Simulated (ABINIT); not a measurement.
# GaAs (F-43m) in ABINIT: single point with PBE

Aim: the single point of GaAs with PBE.

All numbers are computed with ABINIT 10.8.3 (patched build); they aren't measurements. Logs are shortened: lines on timing, memory, paths and dates and some standing lists are left out, and cuts for length are marked. The log counts tension as positive stress, the text compression.

**What was measured.**

From “Evidence of valence band perturbations in GaAsN/GaAs(001): A combined variable-angle spectroscopic ellipsometry and modulated photoreflectance investigation”, 2008, arxiv:0805.2212, for a bulk crystal of GaAs at 300 K: band gap 1.412 ± 0.01 eV (direct).

The runs below are set against these values where they give the same quantity.

## 1. The crystal as given

Symmetry: F-43m, No. 216, cubic system. The conventional cell has a = 5.654 Å, b = 5.654 Å, c = 5.654 Å, α = 90.00°, β = 90.00°, γ = 90.00°. Around As (site symmetry -43m) lie 4 Ga at 2.45 Å. Around Ga (site symmetry -43m) lie 4 As at 2.45 Å.

## 2. Single point, PBE

Contents of run.abi:

```
pp_dirpath "./"
pseudos "As.upf, Ga.upf"

acell 3.9977696088 3.9977696088 3.9977696088 Angstrom
rprim
     0.0000000000     0.7071067812     0.7071067812
     0.7071067812     0.0000000000     0.7071067812
     0.7071067812     0.7071067812     0.0000000000
ntypat 2
znucl 33 31
natom 2
typat 1 2
xred
     0.7500000000     0.7500000000     0.7500000000
     0.0000000000     0.0000000000     0.0000000000

ecut 40.0

kptopt 1
ngkpt 6 6 6
nshiftk 1
shiftk 0.0 0.0 0.0

ixc 11

nband 18
occopt 3
tsmear 0.05 eV

nstep 100
tolvrs 1.0e-10

iomode 3
prtwf 0
prteig 0
prtebands 0
enunit 1
prtden 1
prtvha 1
prtvclmb 1
prtpot 1
prtelf 1
```

Potentials or basis: PseudoDojo NC SR PBE v0.4.1 standard.

Command:

```
$ mpirun --bind-to none -np 4 abinit run.abi > log 2>&1
```

run.abo:

```text
.Version 10.8.3 of ABINIT
 Symmetries : space group F-4 3 m (#216); Bravais cF (face-center cubic)
================================================================================
 Values of the parameters that define the memory need of the present run
     intxc =       0    ionmov =       0      iscf =       7    lmnmax =       6
     lnmax =       6     mgfft =      45  mpssoang =       3    mqgrid =    3001
     natom =       2  nloc_mem =       1    nspden =       1   nspinor =       1
    nsppol =       1      nsym =      24    n1xccc =    2501    ntypat =       2
    occopt =       3   xclevel =       2
       mpw =        3703          nfft =       91125          nkpt =          16
================================================================================
================================================================================

--------------------------------------------------------------------------------
------------- Echo of variables that govern the present computation ------------
--------------------------------------------------------------------------------
 -outvars: echo values of preprocessed input variables --------
            acell      7.5546896751E+00  7.5546896751E+00  7.5546896751E+00 Bohr
              amu      7.49215900E+01  6.97230000E+01
             ecut      4.00000000E+01 Hartree
           enunit           1
              ixc          11
         kptrlatt        6    0    0      0    6    0      0    0    6
          kptrlen      4.53281381E+01
            natom           2
            nband          18
            ngfft          45      45      45
             nkpt          16
            nstep         100
             nsym          24
           ntypat           2
           occopt           3
        prtebands           0
           prteig           0
           prtelf           1
           prtpot           1
         prtvclmb           1
           prtvha           1
            prtwf           0
            rprim      0.0000000000E+00  7.0710678120E-01  7.0710678120E-01
                       7.0710678120E-01  0.0000000000E+00  7.0710678120E-01
                       7.0710678120E-01  7.0710678120E-01  0.0000000000E+00
          spgroup         216
           tolvrs      1.00000000E-10
           tsmear      1.83746611E-03 Hartree
            typat      1  2
           xangst      4.2402750001E+00  4.2402750001E+00  4.2402750001E+00
                       0.0000000000E+00  0.0000000000E+00  0.0000000000E+00
            xcart      8.0129584487E+00  8.0129584487E+00  8.0129584487E+00
                       0.0000000000E+00  0.0000000000E+00  0.0000000000E+00
             xred      7.5000000000E-01  7.5000000000E-01  7.5000000000E-01
                       0.0000000000E+00  0.0000000000E+00  0.0000000000E+00
            znucl       33.00000   31.00000

================================================================================

 chkinp: Checking input parameters for consistency.

================================================================================
== DATASET  1 ==================================================================

--- !DatasetInfo
iteration_state: {dtset: 1, }
dimensions: {natom: 2, nkpt: 16, mband: 18, nsppol: 1, nspinor: 1, nspden: 1, mpw: 3703, }
cutoff_energies: {ecut:  40.0, pawecutdg:  -1.0, }
electrons: {nelect:   2.80000000E+01, charge:   0.00000000E+00, occopt:   3.00000000E+00, tsmear:   1.83746611E-03, }
meta: {optdriver: 0, ionmov: 0, optcell: 0, iscf: 7, paral_kgb: 0, }
...

 Exchange-correlation functional for the present dataset will be:
  GGA: Perdew-Burke-Ernzerhof functional - ixc=11
  J.P.Perdew, K.Burke, M.Ernzerhof, PRL 77, 3865 (1996)

 Real(R)+Recip(G) space primitive vectors, cartesian coordinates (Bohr,Bohr^-1):
 R(1)=  0.0000000  5.3419723  5.3419723  G(1)= -0.0935984  0.0935984  0.0935984
 R(2)=  5.3419723  0.0000000  5.3419723  G(2)=  0.0935984 -0.0935984  0.0935984
 R(3)=  5.3419723  5.3419723  0.0000000  G(3)=  0.0935984  0.0935984 -0.0935984
 Unit cell volume ucvol=  3.0488418E+02 bohr^3
 Angles (23,13,12)=  6.00000000E+01  6.00000000E+01  6.00000000E+01 degrees

 getcut: wavevector=  0.0000  0.0000  0.0000  ngfft=  45  45  45
         ecut(hartree)=     40.000   => boxcut(ratio)=   2.04570

--- Pseudopotential description ------------------------------------------------
- pspini: atom type   1  psp file is ./As.upf
12 -101130 2 -1 1358                          pspcod,pspxc,lmax,lloc,mmax
     nproj     2     2     2

- pspini: atom type   2  psp file is ./Ga.upf
12 -101130 2 -1 1902                          pspcod,pspxc,lmax,lloc,mmax
     nproj     2     2     2

   1.50088477E+03                                ecore*ucvol(ha*bohr**3)
--------------------------------------------------------------------------------

================================================================================

--- !BeginCycle
iteration_state: {dtset: 1, }
solver: {iscf: 7, nstep: 100, nline: 4, wfoptalg: 0, }
tolerances: {tolvrs: 1.00E-10, }
...

     iter   Etot(hartree)      deltaE(h)  residm     vres2
 ETOT  1  -178.70275613503    -1.787E+02 7.874E-01 4.225E+03
 ETOT  2  -181.81839306752    -3.116E+00 6.658E-02 5.994E+03
 ETOT  3  -182.42407305478    -6.057E-01 3.077E-02 1.108E+03
 ETOT  4  -182.50033002181    -7.626E-02 6.422E-02 5.144E+02
 ETOT  5  -182.55064862004    -5.032E-02 1.397E-03 1.046E+02
 ETOT  6  -182.56231242320    -1.166E-02 9.345E-04 1.079E+01
 ETOT  7  -182.56364451546    -1.332E-03 1.630E-04 2.018E-01
 ETOT  8  -182.56366779445    -2.328E-05 1.974E-04 2.369E-02
 ETOT  9  -182.56367063039    -2.836E-06 5.484E-05 1.008E-03
 ETOT 10  -182.56367076722    -1.368E-07 5.448E-05 7.864E-07
 ETOT 11  -182.56367076748    -2.580E-10 2.612E-05 8.670E-09
 ETOT 12  -182.56367076748     4.604E-12 2.497E-05 8.429E-10
 ETOT 13  -182.56367076748     3.126E-13 1.386E-05 6.372E-11

 At SCF step   13       vres2   =  6.37E-11 < tolvrs=  1.00E-10 =>converged.

 Compute ELF
--------------------------------------------------------------------------------

 Compute kinetic energy density

 Compute gradient of the electron density
 Electron Localization Function (ELF) [min:0;max:1]
)     Maximum=    7.8105E-01  at reduced coord.    0.8667    0.8667    0.8667
)     Minimum=    0.0000E+00  at reduced coord.    0.0000    0.0000    0.0000
   Integrated=    9.0876E+01

--------------------------------------------------------------------------------
 End of ELF section

 Cartesian components of stress tensor (hartree/bohr^3)
  sigma(1 1)= -1.09952288E-04  sigma(3 2)=  0.00000000E+00
  sigma(2 2)= -1.09952288E-04  sigma(3 1)=  0.00000000E+00
  sigma(3 3)= -1.09952288E-04  sigma(2 1)=  0.00000000E+00

--- !ResultsGS
iteration_state: {dtset: 1, }
comment   : Summary of ground state results
lattice_vectors:
- [  0.0000000,   5.3419723,   5.3419723, ]
- [  5.3419723,   0.0000000,   5.3419723, ]
- [  5.3419723,   5.3419723,   0.0000000, ]
lattice_lengths: [   7.55469,    7.55469,    7.55469, ]
lattice_angles: [ 60.000,  60.000,  60.000, ] # degrees, (23, 13, 12)
lattice_volume:   3.0488418E+02
convergence: {deltae:  3.126E-13, res2:  6.372E-11, residm:  1.386E-05, diffor: null, }
etotal    :  -1.82563671E+02
entropy   :   0.00000000E+00
fermie    :   1.58328667E-01
cartesian_stress_tensor: # hartree/bohr^3
- [ -1.09952288E-04,   0.00000000E+00,   0.00000000E+00, ]
- [  0.00000000E+00,  -1.09952288E-04,   0.00000000E+00, ]
- [  0.00000000E+00,   0.00000000E+00,  -1.09952288E-04, ]
pressure_GPa:   3.2349E+00
xred      :
- [  7.5000E-01,   7.5000E-01,   7.5000E-01, As]
- [  0.0000E+00,   0.0000E+00,   0.0000E+00, Ga]
cartesian_forces: # hartree/bohr
- [  4.03243607E-28,   4.03243607E-28,  -1.20973082E-27, ]
- [ -4.03243607E-28,  -4.03243607E-28,   1.20973082E-27, ]
force_length_stats: {min:   1.33740774E-27, max:   1.33740774E-27, mean:   1.33740774E-27, }
...

 Integrated electronic density in atomic spheres:
 ------------------------------------------------
 Atom  Sphere_radius  Integrated_density
    1        2.00000         12.37420852
    2        2.00000         10.81900571
================================================================================

 ----iterations are completed or convergence reached----

 Mean square residual over all n,k,spin=   62.690E-09; max=  13.861E-06
 reduced coordinates (array xred) for    2 atoms
       0.750000000000      0.750000000000      0.750000000000
       0.000000000000      0.000000000000      0.000000000000
 rms dE/dt=  6.0928E-27; max dE/dt=  8.6165E-27; dE/dt below (all hartree)
    1       0.000000000000      0.000000000000      0.000000000000
    2      -0.000000000000     -0.000000000000      0.000000000000

 cartesian coordinates (angstrom) at end:
    1      4.24027500008663     4.24027500008663     4.24027500008663
    2      0.00000000000000     0.00000000000000     0.00000000000000

 cartesian forces (hartree/bohr) at end:
    1      0.00000000000000     0.00000000000000    -0.00000000000000
    2     -0.00000000000000    -0.00000000000000     0.00000000000000
 frms,max,avg= 7.7215272E-28 1.2097308E-27   0.000E+00  0.000E+00  0.000E+00 h/b

 cartesian forces (eV/Angstrom) at end:
    1      0.00000000000000     0.00000000000000    -0.00000000000000
    2     -0.00000000000000    -0.00000000000000     0.00000000000000
 frms,max,avg= 3.9705689E-26 6.2206860E-26   0.000E+00  0.000E+00  0.000E+00 e/A
 length scales=  7.554689675109  7.554689675109  7.554689675109 bohr
              =  3.997769608800  3.997769608800  3.997769608800 angstroms
 Fermi (or HOMO) energy (eV) =   4.30834   Average Vxc (eV)=  -9.97224
 Eigenvalues (   eV  ) for nkpt=  16  k points:
 kpt#   1, nband= 18, wtk=  0.00463, kpt=  0.0000  0.0000  0.0000 (reduced coord)
 -31.18165  -31.18165  -31.18165  -31.17210  -31.17210  -10.79984  -10.79984  -10.79984
 -10.72274  -10.72274   -8.70349    4.02380    4.02380    4.02380    4.53748    7.76223
   7.76223    7.76223
 prteigrs : prtvol=0 or 1, do not print more k-points.

--- !EnergyTerms
iteration_state     : {dtset: 1, }
comment             : Components of total free energy in Hartree
kinetic             :  1.38905300380718E+02
hartree             :  5.73673218405101E+01
xc                  : -4.47214913180219E+01
Ewald energy        : -9.91764168196967E+01
psp_core            :  4.92280304428836E+00
local_psp           : -1.49388491058017E+02
non_local_psp       : -9.04726947177185E+01
internal            : -1.82563668647938E+02
'-kT*entropy'       : -2.11953785537748E-06
total_energy        : -1.82563670767476E+02
total_energy_eV     : -4.96781055973790E+03
band_energy         : -1.57856198427735E+01
...

 Cartesian components of stress tensor (hartree/bohr^3)
  sigma(1 1)= -1.09952288E-04  sigma(3 2)=  0.00000000E+00
  sigma(2 2)= -1.09952288E-04  sigma(3 1)=  0.00000000E+00
  sigma(3 3)= -1.09952288E-04  sigma(2 1)=  0.00000000E+00

-Cartesian components of stress tensor (GPa)         [Pressure=  3.2349E+00 GPa]
- sigma(1 1)= -3.23490801E+00  sigma(3 2)=  0.00000000E+00
- sigma(2 2)= -3.23490801E+00  sigma(3 1)=  0.00000000E+00
- sigma(3 3)= -3.23490801E+00  sigma(2 1)=  0.00000000E+00

== END DATASET(S) ==============================================================
================================================================================

 -outvars: echo values of variables after computation  --------
            acell      7.5546896751E+00  7.5546896751E+00  7.5546896751E+00 Bohr
           etotal     -1.8256367077E+02
            fcart      4.0324360702E-28  4.0324360702E-28 -1.2097308211E-27
                      -4.0324360702E-28 -4.0324360702E-28  1.2097308211E-27
            rprim      0.0000000000E+00  7.0710678120E-01  7.0710678120E-01
                       7.0710678120E-01  0.0000000000E+00  7.0710678120E-01
                       7.0710678120E-01  7.0710678120E-01  0.0000000000E+00
           strten     -1.0995228841E-04 -1.0995228841E-04 -1.0995228841E-04
                       0.0000000000E+00  0.0000000000E+00  0.0000000000E+00
           xangst      4.2402750001E+00  4.2402750001E+00  4.2402750001E+00
                       0.0000000000E+00  0.0000000000E+00  0.0000000000E+00
             xred      7.5000000000E-01  7.5000000000E-01  7.5000000000E-01
                       0.0000000000E+00  0.0000000000E+00  0.0000000000E+00
 Calculation completed.
```

Wall time 15 s (4 MPI ranks of Arm Neoverse V1, shared host); peak memory 0.32 GiB.

Results:

| Item | Value |
| --- | --- |
| Free energy | -4967.8106 eV |
| Pressure | 3.2 GPa |
| Band gap on the k mesh | 0.51 eV, direct |
| Valence electrons inside the program's atomic spheres | As 12.37; Ga 10.82 |

## 3. How close it comes

Step 2. Measured gap of GaAs: 1.412 eV (direct; 300 K; “Evidence of valence band perturbations in GaAsN/GaAs(001): A combined variable-angle spectroscopic ellipsometry and modulated photoreflectance investigation”, 2008, arxiv:0805.2212). This calculation gives 0.51 eV (-0.90 eV). 3 values of this kind are on record (1.412 to 1.51 eV); this one was drawn at random among those near their median, those with a stated uncertainty first. Spin-orbit coupling on As, Ga is left out. The value is that of PBE on a finite k mesh, which can miss the band edges, without temperature or zero-point motion. Semilocal functionals fall short of measured gaps as a rule.
